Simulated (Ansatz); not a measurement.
Pt and the effect of the dispersion correction

The cell as given:

It takes space group Fm-3m (No. 225, cubic). Conventional cell: a = 3.922 Å, b = 3.922 Å, c = 3.922 Å, α = 90.00°, β = 90.00°, γ = 90.00°. Pt (site symmetry m-3m) has 12 Pt at 2.77 Å as nearest neighbours.

Kept alike: task relaxation of cell and atoms; functional PBEsol; k mesh 12 × 12 × 12; occupations fermi-dirac, width 0.05 eV; no spin polarisation. Program: Ansatz, Ansatz PAW, cutoff 420 eV. The mesh is that of the run's cell of 1 atom. No spin-orbit coupling.

```csv
dispersion correction,volume (Å³/atom)
D3(BJ),14.635
D3(BJ)-ATM,14.758
D4,14.824
none,15.048
```

The relaxations keep at least the cell's symmetry (Fm-3m). For a metal such a mesh leaves the last digits unconverged. Relaxations stop with a little pressure left, so the last digits of a volume or edge aren't settled. All rows use potentials made for PBE.

**Question.** What does the dispersion correction change here?

**Answer.** The volume runs from 14.635 (D3(BJ)) to 15.048 Å³/atom (none). Against no correction: D3(BJ) -2.7 %; D3(BJ)-ATM -1.9 %; D4 -1.5 %. Dispersion terms mostly attract and so lower the volume; the schemes' coefficients and damping set how far. Measured: 15.09 Å³/atom (arxiv:2412.16732); nearest none, 0.04 Å³/atom off. The runs are for a static lattice.

Every dispersion correction contracts platinum, and each moves the volume further from experiment than PBEsol alone. The metal is held together mainly by its partly filled 5d band, with the sp electrons contributing, and a semilocal functional already describes this bonding. PBEsol, built to give good equilibrium volumes in dense solids, leaves little room for extra attraction. The added terms therefore probably count some of the correlation at nearest-neighbour range twice. Their coefficients, rooted in atomic or molecular polarisabilities, also capture the screening by conduction electrons only incompletely.

Adding the three-body term to D3(BJ) raises the volume from 14.635 to 14.758 Å³/atom, as expected in a close-packed lattice, where the many compact triangles of atoms make this term repulsive on balance. It offsets only part of the pairwise contraction. D4 contracts the lattice least, perhaps because its coefficients and damping parameters differ from those of D3.

The comparison favours uncorrected PBEsol for the bulk volume, but doesn't settle the choice for molecules adsorbed on platinum, where dispersion can contribute much of the binding.
